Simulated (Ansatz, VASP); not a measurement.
**GaSb: VASP beside Ansatz**

Aim: how closely do two programs agree when they are given the same cell, functional and k mesh? The cell is taken from a series of runs on this material, whose earlier steps may have relaxed, scaled, displaced or heated it; both programs get it as it stands.

Calculated with Ansatz 0.2.0; plane waves, with VASP 6.6.1 beside it; zone-centre phonons at PBEsol.

### Step 1. Set-up

Symmetry: I-4m2, No. 119, tetragonal system. The conventional cell has a = 4.451 Å, b = 4.451 Å, c = 5.940 Å, α = 90.00°, β = 90.00°, γ = 90.00°. Nearest to Ga lie 4 Sb at 2.68 Å. Nearest to Sb lie 4 Ga at 2.68 Å. Farther neighbours are not listed.

### Step 2. Ansatz: zone-centre phonons, PBEsol

Ansatz runs on its PAW soft_1 files.

Second derivatives magnify differences that forces hide, and they need a tight electronic threshold.

Input file input.yaml:

```yaml
crystal:
  lattice:
    - [0.0, 3.1474413631, 2.9702300751]
    - [3.1474413631, 0.0, 2.9702300751]
    - [3.1474413631, 3.1474413631, 0.0]
  atoms:
    - { symbol: Ga, position: [0.0, 0.0, 0.0] }
    - { symbol: Sb, position: [0.75, 0.75, 0.75] }
kpoints:
  mp_grid: { grid: [12, 12, 12] }
hamiltonian:
  xc: pbesol
  pseudopotentials: { kind: paw, azcp: { folder: soft_1 }, xc_functional: pbe }
scf:
  occupations: { method: methfessel_paxton, width: 0.2 }
output:
  eigenvalues: true
phonons:
  method: dfpt
```

Command:

```bash
> ansatz run input.yaml --threads 4 --pin off --max-ram 10240MiB --backend cpu --events-out ev --progress --plain --runs-dir out
```

Numbers of over 12 decimals in the logs are rounded to 6 here.

Log:

```text
zone centre: on kpoints.mp_grid the ground state, and the responses unless they are solved on pairs of k-points, stand on 280 of the mesh's 1728 k-points, reduced under 4 symmetry operations, with k and −k counted as one. Each operation leaves every solved displacement unchanged or reverses it
Engine: ansatz 0.2.0, aarch64-unknown-linux-gnu
Pseudopotentials: kind: paw
Pseudopotential: Ga, paw, valence charge 13, recommended cutoff 420 eV (normal), soft_1/Ga.paw.azcp
Pseudopotential: Sb, paw, valence charge 15, recommended cutoff 420 eV (normal), soft_1/Sb.paw.azcp
Functional definition: PBEsol
  exchange = pbesol_x
  correlation = pbesol_c
Crystal: 2 atoms, lattice volume = 58.848 Å³
Basis set: ecut = 420 eV, 1169 PW (Γ), exchange–correlation on 60×60×60 points (8 copies of the dense FFT grid, shifted against one another)
Bands: 18, of which v1, the nominal top of the filled ones, is band 14 counted from 1 (13 counted from 0)
Symmetry: 8 space group operations
k-points: 280 of 1728 (irreducible under 4 space group operations, time reversal used)
Non-local potential: Ga, projectors of the file, l = 0: 2, l = 1: 2, l = 2: 3, l = 3: 1
Non-local potential: Sb, projectors of the file, l = 0: 2, l = 1: 2, l = 2: 2, l = 3: 1
PAW form: soft (Blöchl's): semilocal exchange-correlation on the pseudo side does not see the compensation charge
PAW frozen core: Ga, regenerated for the run's functional, and the local potential with it (the file was generated under x = pbe(κ = 0.804, μ = 0.219515), c = pbe(β = 0.066725))
PAW frozen core: Sb, regenerated for the run's functional, and the local potential with it (the file was generated under x = pbe(κ = 0.804, μ = 0.219515), c = pbe(β = 0.066725))
PAW one-centre angular grid: Ga, 590 points (default); XC on 64 Gauss nodes
PAW one-centre angular grid: Sb, 590 points (default); XC on 64 Gauss nodes
Initial density: superposition of atomic densities (chi_scale 0.1, normalization cell, long waves kept (reshape's long-wave potential 0.00 eV rms))
Initial wavefunctions: pseudopotential atomic-orbital guess
Functional: x = pbesol(κ = 0.804, μ = 0.123457), c = pbesol(β = 0.046)
SCF iter   1: F=—  HF=-10151.674899 eV  |F-HF|=—  |Δ(HF+E_count)|=         —  Δρ=3.08e-2  dr2=3.97e-1  ethr=3.10e-3  ⟨swp⟩=5.6  Hψ=25650  notcnv=0
preconditioner: auto → none  [insulator: Δε(μ)=0.222 eV  Ē_g=14.592 eV  σ=0.200 eV  W_gap=0.80  n_scr=14 (ndim 8)  ℏωp=20.5 eV  f_vac=0.009  D(μ)=0.04/eV (n_scr^D=0)  ε∞_Penn≈3.0]
SCF iter   2: F=—  HF=-10151.600019 eV  |F-HF|=—  |Δ(HF+E_count)|=   7.49e-2  S|Δr|=    0.00e0  Δρ=1.40e-2  dr2=6.74e-2  ethr=1.42e-3  ⟨swp⟩=2.0  Hψ=8386  notcnv=0
SCF iter   3: F=—  HF=-10151.598075 eV  |F-HF|=—  |Δ(HF+E_count)|=   1.94e-3  S|Δr|=    0.00e0  Δρ=4.98e-3  dr2=1.45e-2  ethr=2.41e-4  ⟨swp⟩=2.0  Hψ=8138  notcnv=0
SCF iter   4: F=—  HF=-10151.591618 eV  |F-HF|=—  |Δ(HF+E_count)|=   6.46e-3  S|Δr|=    0.00e0  Δρ=7.67e-4  dr2=1.91e-4  ethr=5.19e-5  ⟨swp⟩=2.0  Hψ=7560  notcnv=0
SCF iter   5: F=—  HF=-10151.591603 eV  |F-HF|=—  |Δ(HF+E_count)|=   1.49e-5  S|Δr|=    0.00e0  Δρ=3.49e-4  dr2=2.57e-5  ethr=6.81e-7  ⟨swp⟩=2.0  Hψ=7564  notcnv=0
SCF iter   6: F=—  HF=-10151.591609 eV  |F-HF|=—  |Δ(HF+E_count)|=   5.78e-6  S|Δr|=    0.00e0  Δρ=3.09e-5  dr2=4.11e-7  ethr=9.17e-8  ⟨swp⟩=2.0  Hψ=8771  notcnv=0
SCF iter   7: F=—  HF=-10151.591609 eV  |F-HF|=—  |Δ(HF+E_count)|=   4.17e-7  S|Δr|=    0.00e0  Δρ=6.22e-6  dr2=1.96e-8  ethr=1.47e-9  ⟨swp⟩=2.0  Hψ=8967  notcnv=0
SCF iter   8: F=—  HF=-10151.591609 eV  |F-HF|=—  |Δ(HF+E_count)|=   2.01e-8  S|Δr|=    0.00e0  Δρ=8.88e-7  dr2=4.74e-10  ethr=6.99e-11  ⟨swp⟩=2.2  Hψ=7430  notcnv=0
SCF iter   9: F=—  HF=-10151.591609 eV  |F-HF|=—  |Δ(HF+E_count)|=  4.18e-10  S|Δr|=    0.00e0  Δρ=1.76e-7  dr2=1.00e-11  ethr=1.69e-12  ⟨swp⟩=2.0  Hψ=8968  notcnv=0
SCF iter  10: F=-10151.591609 eV  HF=-10151.591609 eV  |F-HF|=1.82e-12  |Δ(HF+E_count)|=  1.82e-12  S|Δr|=    0.00e0  Δρ=4.87e-8  dr2=1.30e-12  ethr=1.00e-12  ⟨swp⟩=5.8  Hψ=21023  notcnv=0
SCF 1 converged in 10 iterations: F = -10151.591609 eV  dr2 = 1.30e-12
  greatest PAW one-centre occupation: 0.996 electrons in one spin orbital (limit 2), on the Sb atom at site 1 (counted from 0), in its partial waves of l = 2
DFPT response loops at Γ: preconditioner auto → Kerker (q_TF=auto, 2.411 Å⁻¹) (partly filled bands, converged f_vac=0.083); β = 1.00, the filter's whole step (`scf.mixing.beta` (0.50) is not read by the response loops under this deck's `scf.mixing.preconditioner`; to damp them name `kerker` or `kerker_dos`, under which they read `scf.mixing.beta`, and type it under 1.00, their step now; both keys bind the ground state too); Broyden in place of MSR1
SCF converged after 10 iterations
Stability not checked: this state was not tested for a lower state beside it, because cold or Methfessel-Paxton smearing, or corrected tetrahedra, fill the levels in a way that the test cannot read (fill_not_monotonic; see scf.lower_state_search)
Free energy (F): -10151.591609 eV
Harris-Foulkes:  -10151.591609 eV  (|F-HF|=1.82e-12)
Internal energy: -10151.592127 eV  (E = F + TS)
E sigma→0 (E₀):  -10151.591738 eV
Entropy (-TS):   0.000519 eV (0.259 meV/atom)
Fermi energy:    7.430244 eV
Step filling:    the computed levels leave a gap of 0.2084 eV = 1.0 smearing widths at the electron count; against every level under it full and every level over it empty, smearing changes F+E_penalty+E_count by +0.244 meV and its σ→0 estimate by +0.115 meV
--- Per-component energies (eV) ---
  E_band       = -269.643908
  E_kinetic    = 274.890970
  E_local      = -3415.477325  (includes V_loc(G=0)·N_el)
  E_nonlocal   = 299.350471
  E_hartree    = 1741.220037
  E_xc         = -160.010288
  E_vxc        = -145.575848  (∫ρ·V_xc dr)
  E_paw        = -6420.388857  (= ΣΔE_a)
  E_vpaw       = -765.272191  (= ΣTr[D̂ρ^β])
  E_aug_tail   = -0.000064  (compensation charges beyond the density's cutoff)
  E_ewald      = -2472.371905
  E_core_change = 1.194834  (= ΣΔE_core)
  E_smearing   = 0.000519  (= −TS)
  E_closure    = -0.000000  (closes the sum)
  Σ components = -10151.591609   (vs F -10151.591609, Δ=0.00e0)
--- Band table (eV; the first three rows and the last of 280) ---
  k-point 0: bands = [... 10 lower, -3.9872, 7.0907, 7.2203, 7.2203, 7.5206, 10.0068, 10.1717, 10.1717]
  k-point 1: bands = [... 10 lower, -3.9179, 5.9281, 7.0941, 7.3122, 8.0769, 10.1347, 10.3291, 10.4177]
  k-point 2: bands = [... 10 lower, -3.7144, 4.5940, 6.8057, 7.0711, 8.2037, 10.5419, 10.6594, 11.2112]
  k-point 279: bands = [... 10 lower, -1.5253, 0.8130, 4.6229, 4.6229, 7.9265, 8.3301, 15.8609, 15.8609]
--- Phonons (Γ-DFPT): 4 representative perturbations + reference, on 280 of 1728 k-points (Σ response iterations 12) ---
  k mesh reduced under 4 symmetry operations, with k and −k counted as one. Each operation leaves every solved displacement unchanged or reverses it
  ASR residual: 5.663e-5 → 0.000e0 eV/Å²; symmetrization residual: 1.644e-5 eV/Å²
  ASR residual per site (eV/Å²): 5.66e-5 4.77e-5
  Γ frequencies (cm⁻¹): 0.00 0.00 0.00 209.43 209.43 209.98
  non-analytic LO–TO correction: not included (Born effective charges unavailable; polar crystals: no LO–TO splitting at Γ)
```

Reading the cycles: dr2 is the Hartree energy of the density residual (eV), the measure of convergence; HF is the Harris–Foulkes estimate of the energy, which meets the free energy F at convergence.

(Part 1 of 2 ends here.)

[Lines on the potential files, build, host, timing and source positions are cut from VASP's logs without a mark.]

[Logs are printed without paths, hosts, clocks, repeated set-up lines and the standing remarks that a program may print on its own settings, such as how far it seeks lower states.]

[Hosts, paths, dates, database ids (printed as entryN), source tags and the programs' standing remarks are cut or masked in the printed files.]
